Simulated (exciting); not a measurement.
# CdTe (F-43m) in exciting: reference runs

How does CdTe come out in PBE? The cell is run as given.

Program: exciting (release sodium). These are calculated values, not measurements. Logs are shortened: lines on timing, memory, paths and dates and some standing lists are left out, and cuts for length are marked.

**Experimental background.**

From a printed reference work, data compilation, for a bulk crystal of CdTe at 0 K: band gap 1.607 eV.

The runs below are set against these values where they give the same quantity.

### 1 The crystal as given

Symmetry: F-43m, No. 216, cubic system. The conventional cell has a = 6.410 Å, b = 6.410 Å, c = 6.410 Å, α = 90.00°, β = 90.00°, γ = 90.00°. Around Te (site symmetry -43m) lie 4 Cd at 2.78 Å. Cd (site symmetry -43m) has 4 Te at 2.78 Å as nearest neighbours.

### 2 Single point, PBE

input.xml

```xml
<input>
  <title>CdTe</title>
  <structure speciespath="./" tshift="false">
    <crystal scale="1">
      <basevect>0.000000000000 6.056572229426 6.056572229426</basevect>
      <basevect>6.056572229426 0.000000000000 6.056572229426</basevect>
      <basevect>6.056572229426 6.056572229426 0.000000000000</basevect>
    </crystal>
    <species speciesfile="Te.xml" rmt="2.3">
      <atom coord="0.750000000000 0.750000000000 0.750000000000"/>
    </species>
    <species speciesfile="Cd.xml" rmt="2.3">
      <atom coord="0.000000000000 0.000000000000 0.000000000000"/>
    </species>
  </structure>
  <groundstate do="fromscratch" ngridk="7 7 7" rgkmax="9" gmaxvr="14" lmaxapw="10" lmaxmat="10" lmaxvr="8" xctype="GGA_PBE" stype="Fermi Dirac" swidth="0.00183747" nempty="10" ValenceRelativity="iora*" epsengy="1e-05" epspot="1e-05" maxscl="60" tforce="true" outputlevel="normal"/>
</input>
```

Potentials or basis: all-electron LAPW+lo, shipped species files, valence relativity iora*.

Started as:

```
$ OMP_NUM_THREADS=1 exciting_smp
```

INFO.OUT:

```text
================================================================================
EXCITING SODIUM started
[... 10 lines left out ...]

 Lattice vectors (cartesian) :
      0.0000000000      6.0565722294      6.0565722294
      6.0565722294      0.0000000000      6.0565722294
      6.0565722294      6.0565722294      0.0000000000

 Reciprocal lattice vectors (cartesian) :
     -0.5187080306      0.5187080306      0.5187080306
      0.5187080306     -0.5187080306      0.5187080306
      0.5187080306      0.5187080306     -0.5187080306

 Unit cell volume                           :     444.3351786826
 Brillouin zone volume                      :       0.5582502249

 Species :    1 (Te)
     parameters loaded from                 :    Te.xml
     name                                   :    tellurium
     nuclear charge                         :     -52.00000000
     electronic charge                      :      52.00000000
     atomic mass                            :  232600.57070000
     muffin-tin radius                      :       2.30000000
     # of radial points in muffin-tin       :     400

     atomic positions (lattice) :
       1 :   0.75000000  0.75000000  0.75000000

 Species :    2 (Cd)
     parameters loaded from                 :    Cd.xml
     name                                   :    cadmium
     nuclear charge                         :     -48.00000000
     electronic charge                      :      48.00000000
     atomic mass                            :  204912.71750000
     muffin-tin radius                      :       2.30000000
     # of radial points in muffin-tin       :     400

     atomic positions (lattice) :
       1 :   0.00000000  0.00000000  0.00000000

 Total number of atoms per unit cell        :       2

 Spin treatment                             :    spin-unpolarised

 Number of Bravais lattice symmetries       :      48
 Number of crystal symmetries               :      24

 k-point grid                               :       7    7    7
 Total number of k-points                   :      30
 k-point set is reduced with crystal symmetries

 R^MT_min * |G+k|_max (rgkmax)              :       9.00000000
 Species with R^MT_min                      :       1 (Te)
 Maximum |G+k| for APW functions            :       3.91304348
 Maximum |G| for potential and density      :      14.00000000

 G-vector grid sizes                        :      40    40    40
 Total number of G-vectors                  :   20539

 Maximum angular momentum used for
     APW functions                          :      10
     computing H and O matrix elements      :      10
     potential and density                  :       8
     inner part of muffin-tin               :       2

 Total nuclear charge                       :    -100.00000000
 Total electronic charge                    :     100.00000000
 Total core charge                          :      66.00000000
 Total valence charge                       :      34.00000000

 Number of empty states                     :      10
 Total number of valence states             :      28

 Maximum Hamiltonian size                   :     485
 Maximum number of plane-waves              :     459
 Total number of local-orbitals             :      26

 Exchange-correlation type                  :      20
     Perdew-Burke-Ernzerhof, Phys. Rev. Lett. 77, 3865 (1996)
     Generalised gradient approximation (GGA)

 Smearing scheme                            :    Fermi-Dirac
 Smearing width                             :       0.00183747

 Using multisecant Broyden potential mixing
[... 16 lines left out ...]
+ SCF iteration number :    1                                                  +
++++++++++++++++++++++++++++++++++++++++++++++++++++++++++++++++++++++++++++++++
 Total energy                               :    -12391.17228344
 _______________________________________________________________
 Fermi energy                               :         0.16088627
 Kinetic energy                             :     13056.80772815
 Coulomb energy                             :    -25117.06249140
 Exchange energy                            :      -325.53449043
 Correlation energy                         :        -5.38302976

 DOS at Fermi energy (states/Ha/cell)       :         0.00018736

 Electron charges :
     core                                   :        66.00000000
     core leakage                           :         0.00334601
     valence                                :        34.00000000
     interstitial                           :         4.89959432
     charge in muffin-tin spheres :
                  atom     1    Te          :        49.20195712
                  atom     2    Cd          :        45.89844856
     total charge in muffin-tins            :        95.10040568
     total charge                           :       100.00000000

++++++++++++++++++++++++++++++++++++++++++++++++++++++++++++++++++++++++++++++++
+ SCF iteration number :    2                                                  +
++++++++++++++++++++++++++++++++++++++++++++++++++++++++++++++++++++++++++++++++
 Total energy                               :    -12392.62877459
 _______________________________________________________________
 Fermi energy                               :         0.16126833
 Kinetic energy                             :     13055.87697442
 Coulomb energy                             :    -25117.54538914
 Exchange energy                            :      -325.57630795
 Correlation energy                         :        -5.38405192

 DOS at Fermi energy (states/Ha/cell)       :         0.00066262

 Electron charges :
     core                                   :        66.00000000
     core leakage                           :         0.00333695
     valence                                :        34.00000000
     interstitial                           :         4.90169589
     charge in muffin-tin spheres :
                  atom     1    Te          :        49.13523445
                  atom     2    Cd          :        45.96306966
     total charge in muffin-tins            :        95.09830411
     total charge                           :       100.00000000
[... 296 lines left out ...]
++++++++++++++++++++++++++++++++++++++++++++++++++++++++++++++++++++++++++++++++
+ SCF iteration number :   13                                                  +
++++++++++++++++++++++++++++++++++++++++++++++++++++++++++++++++++++++++++++++++
 Total energy                               :    -12392.96197645
 _______________________________________________________________
 Fermi energy                               :         0.15900371
 Kinetic energy                             :     13055.07383340
 Coulomb energy                             :    -25117.07218622
 Exchange energy                            :      -325.57897754
 Correlation energy                         :        -5.38464609

 DOS at Fermi energy (states/Ha/cell)       :         0.00200574

 Electron charges :
     core                                   :        66.00000000
     core leakage                           :         0.00331742
     valence                                :        34.00000000
     interstitial                           :         4.91546526
     charge in muffin-tin spheres :
                  atom     1    Te          :        49.08058999
                  atom     2    Cd          :        46.00394475
     total charge in muffin-tins            :        95.08453474
     total charge                           :       100.00000000

 RMS change in effective potential (target) :  0.669561E-08  ( 0.100000E-04)
 Absolute change in total energy   (target) :  0.229356E-06  ( 0.100000E-04)
 Charge distance                   (target) :  0.242654E-08  ( 0.100000E-04)
 Abs. change in max-nonIBS-force   (target) :   0.00000      ( 0.500000E-04)

++++++++++++++++++++++++++++++++++++++++++++++++++++++++++++++++++++++++++++++++
| Convergency criteria checked for the last 2 iterations                       +
| Convergence targets achieved. Performing final SCF iteration                 +
++++++++++++++++++++++++++++++++++++++++++++++++++++++++++++++++++++++++++++++++
 Total energy                               :    -12392.96197642
 _______________________________________________________________
 Fermi energy                               :         0.15900371
 Kinetic energy                             :     13055.07383333
 Coulomb energy                             :    -25117.07218612
 Exchange energy                            :      -325.57897754
 Correlation energy                         :        -5.38464609

 DOS at Fermi energy (states/Ha/cell)       :         0.00200574

 Electron charges :
     core                                   :        66.00000000
     core leakage                           :         0.00331742
     valence                                :        34.00000000
     interstitial                           :         4.91546525
     charge in muffin-tin spheres :
                  atom     1    Te          :        49.08058998
                  atom     2    Cd          :        46.00394476
     total charge in muffin-tins            :        95.08453475
     total charge                           :       100.00000000

++++++++++++++++++++++++++++++++++++++++++++++++++++++++++++++++++++++++++++++++
+ Self-consistent loop stopped                                                 +
++++++++++++++++++++++++++++++++++++++++++++++++++++++++++++++++++++++++++++++++
 STATE.OUT is written

--------------------------------------------------------------------------------
- Writing atomic positions and forces                                          -
--------------------------------------------------------------------------------

 Atomic positions (lattice) :
 atom     1  Te  :     0.75000000    0.75000000    0.75000000
 atom     2  Cd  :     0.00000000    0.00000000    0.00000000

 Total atomic forces including IBS (cartesian) :
 atom     1  Te  :     0.00000000   -0.00000000    0.00000000
 atom     2  Cd  :    -0.00000000    0.00000000   -0.00000000

 Atomic force components including IBS (cartesian) :
 atom     1  Te  :    -0.00000000    0.00000000    0.00000000   HF force
                 :    -0.00000000   -0.00000000    0.00000000   core correction
                 :    -0.00000000   -0.00000000   -0.00000000   IBS correction
 atom     2  Cd  :     0.00000000   -0.00000000   -0.00000000   HF force
                 :     0.00000000    0.00000000    0.00000000   core correction
                 :     0.00000000    0.00000000    0.00000000   IBS correction

********************************************************************************
* Groundstate module stopped                                                   *
********************************************************************************

================================================================================
| EXCITING SODIUM stopped                                                      =
================================================================================
```

Run time: 1.9 min. Hardware: 1 thread of Arm Neoverse V2, shared host; peak memory 0.16 GiB.

Results:

| Property | Result |
| --- | --- |
| Free energy | -337229.6751 eV |
| Band gap on the k mesh | 0.87 eV, direct |
| All electrons inside the program's atomic spheres | Te 49.08; Cd 46.00 (radii Te 2.3, Cd 2.3 bohr) |

Levels at points of the mesh, in eV from the valence-band top:
```csv
k point,band 15,band 16,band 17,band 18,band 19,band 20
"(0.00, 0.00, 0.00)",0.00,0.00,0.00,0.87,4.60,4.60
```

Caveat: spin-orbit coupling is left out, which moves the levels of the heavy elements.

### 3 Comparison with measurements

Step 2. Against the measured gap of CdTe, 1.607 eV (0 K; a printed reference work, data compilation), the calculated 0.87 eV is off by -0.74 eV. Spin-orbit coupling on Cd, Te is left out. The value is that of PBE, without temperature or zero-point motion. Semilocal functionals fall short of measured gaps as a rule.
